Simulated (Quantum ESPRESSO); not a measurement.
Ga under changes of volume

One of the cells (18.543 Å³/atom); the others are scaled copies at fixed shape and fractional positions:

```xyz
2
Lattice="1.3830 -4.0265 0.0000 1.3830 4.0265 0.0000 -0.1174 0.0000 3.3299" Properties=species:S:1:pos:R:3 pbc="T T T"
Ga    1.2949    2.9716    2.4974
Ga    1.3536   -2.9716    0.8325
```

This isn't the form of Ga at room conditions, which is orthorhombic.

| Property | Result |
| --- | --- |
| Program | Quantum ESPRESSO 7.5 |
| Functional | PBEsol |
| Potentials or basis | GBRV 1.5 PBEsol |
| Cutoff | 762 eV |
| Density cutoff | 6095 eV |
| k mesh | 10 × 10 × 8 |
| Occupations | fermi-dirac, width 0.05 eV |
| Spin | no spin polarisation |

| volume (Å³/atom) | energy over the lowest point (meV/atom) | pressure (GPa) |
| --- | --- | --- |
| 17.431 | ? | ? |
| 17.801 | 0.00 | 0.5 |
| 18.172 | 0.28 | -0.8 |
| 18.543 | 3.33 | -1.9 |
| 18.914 | 8.81 | -2.9 |
| 19.285 | 16.42 | -3.8 |
| 19.656 | 25.84 | -4.5 |

**Question.** What does the run at 17.431 Å³/atom give?

**Answer.** Energy over the lowest point 2.90 meV/atom; pressure 1.9 GPa.

Worked out: A Birch-Murnaghan fit of order 3 (a polynomial in V^(-2/3)) to the other rows has its minimum at 17.95 Å³/atom with B0 = V·E''(V) = 63 GPa and B' = 5.6 at fixed shape and positions, which overstates the stiffness. It gives 2.91 meV/atom at 17.431 Å³/atom, against the run's 2.90, and -dE/dV = 2.0 GPa, against 1.9.

Energies are extrapolated to zero smearing.
